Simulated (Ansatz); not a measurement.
The system is TiTe2.

```
Te Ti
1.0
     3.77700    0.00000    0.00000
    -1.88850    3.27098    0.00000
     0.00000    0.00000    6.49800
Te Ti
2 1
Direct
  0.33333 0.66667 0.73720
  0.66667 0.33333 0.26280
  0.00000 0.00000 0.00000
```

Base run:

| Property | Result |
| --- | --- |
| Program | Ansatz 0.2.0 |
| Functional | PBEsol |
| Potentials or basis | Ansatz PAW |
| Cutoff | 420 eV |
| Density cutoff | 1680 eV |
| k mesh | 8 × 8 × 4 |
| Occupations | fermi-dirac, width 0.05 eV |
| Spin | no spin polarisation |
| Hubbard terms | Ti d U = 5 eV |

Its results: band gap on the k mesh none (metal or under the smearing width); pressure 2.8 GPa; largest force 0.033 eV/Å.

After a change of settings the same cell gave: band gap on the k mesh none (metal or under the smearing width); pressure 0.1 GPa; largest force 0.078 eV/Å. Which change was it?
A. functional from PBEsol to LDA; hubbard terms from Ti d U = 5 eV to none; hubbard projectors from ortho-atomic (the default) to none
B. functional from PBEsol to RPBE; hubbard terms from Ti d U = 5 eV to none; hubbard projectors from ortho-atomic (the default) to none
C. hubbard terms from Ti d U = 5 eV to Ti d U = 3 eV
D. hubbard terms from Ti d U = 5 eV to Ti d U = 2 eV

C.

Caveats: this functional lacks dispersion, which binds the layers, so the pressure and a relaxed spacing across them are unreliable; U without spin polarisation on a metal has little footing; the PAW data sets come from PBE, with cores solved anew for the run's functional, which leaves a small shift of forces and pressure; the U is typed as a test and isn't derived for this compound; the density of states is complete only up to the lowest level of the last band computed.

Not every run made on this cell is shown here.
